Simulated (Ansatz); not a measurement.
# Ni2Ge: the cost of one run

Computed with Ansatz 0.2.0 (DFT PBEsol, scalar-relativistic, plane waves, PAW, unless a step's input says otherwise).

1 further run of the same task is left out (set aside as unsound or not needed). Runs told in other sessions of the task aren't counted.

### 1 The structure to begin with

The structure is hexagonal, space group P6_3/mmc (No. 194). Conventional cell: a = 3.972 Å, b = 3.972 Å, c = 5.014 Å, α = 90.00°, β = 90.00°, γ = 120.00°. Ni (site symmetry -6m2) has 5 Ge at 2.29 to 2.51 Å and 6 Ni at 2.61 Å in its first shell of neighbours. Ni (site symmetry -3m) has 8 Ni at 2.51 to 2.61 Å and 6 Ge at 2.61 Å in its first shell of neighbours. Ge (site symmetry -6m2) is surrounded by 11 Ni at 2.29 to 2.61 Å.

Structure file:

```cif
data_structure
_symmetry_space_group_name_H-M 'P6_3/mmc'
_symmetry_Int_Tables_number 194
_cell_length_a 3.9720
_cell_length_b 3.9720
_cell_length_c 5.0141
_cell_angle_alpha 90.000
_cell_angle_beta 90.000
_cell_angle_gamma 120.000
_cell_volume 68.51
loop_
_atom_site_label
_atom_site_type_symbol
_atom_site_symmetry_multiplicity
_atom_site_Wyckoff_symbol
_atom_site_fract_x
_atom_site_fract_y
_atom_site_fract_z
_atom_site_occupancy
Ni1 Ni 2 d 0.66667 0.33333 0.25000 1
Ni2 Ni 2 a 0.00000 0.00000 0.00000 1
Ge1 Ge 2 c 0.66667 0.33333 0.75000 1
```

It goes back to an entry of the Materials Project, which need not be the stable form.

This cell was relaxed beforehand with the same method: volume 11.42 Å³/atom, gap on the mesh none (metal).

### 2 The reference cell

Reference values: F = -31728.9088 eV; pressure 0.04 GPa; largest force 0.000 eV/Å; gap on the mesh none (metal). It was computed beforehand with the settings of the runs below.

### 3 Normal modes

Contents of input.yaml:

```yaml
crystal:
  lattice:
    - [3.9719628383, 0.0, 0.0]
    - [-1.9859814191, 3.4398207208, 0.0]
    - [0.0, 0.0, 5.014059427]
  atoms:
    - { symbol: Ni, position: [0.6666666667, 0.3333333333, 0.25] }
    - { symbol: Ni, position: [0.3333333333, 0.6666666667, 0.75] }
    - { symbol: Ni, position: [0.0, 0.0, 0.0] }
    - { symbol: Ni, position: [0.0, 0.0, 0.5] }
    - { symbol: Ge, position: [0.6666666667, 0.3333333333, 0.75] }
    - { symbol: Ge, position: [0.3333333333, 0.6666666667, 0.25] }
basis:
  ecutwfc: 420
kpoints:
  mp_grid: { grid: [12, 12, 10] }
hamiltonian:
  xc: pbesol
scf:
  occupations: { method: gaussian, width: 0.15 }
output:
  eigenvalues: true
phonons:
  method: fd
  supercell: [1, 1, 1]
  amplitude: 0.02
  eigenvectors: true
  dielectric: false
```

Run with:

```bash
$ ansatz run input.yaml --threads 2 --pin off --max-ram 5120MiB --backend cpu --events-out ev --progress --plain --runs-dir out
```

What time and memory should one allow on 2 threads of Arm Neoverse V1, shared host?

About 7.4 min, with a peak of 1.5 GiB.
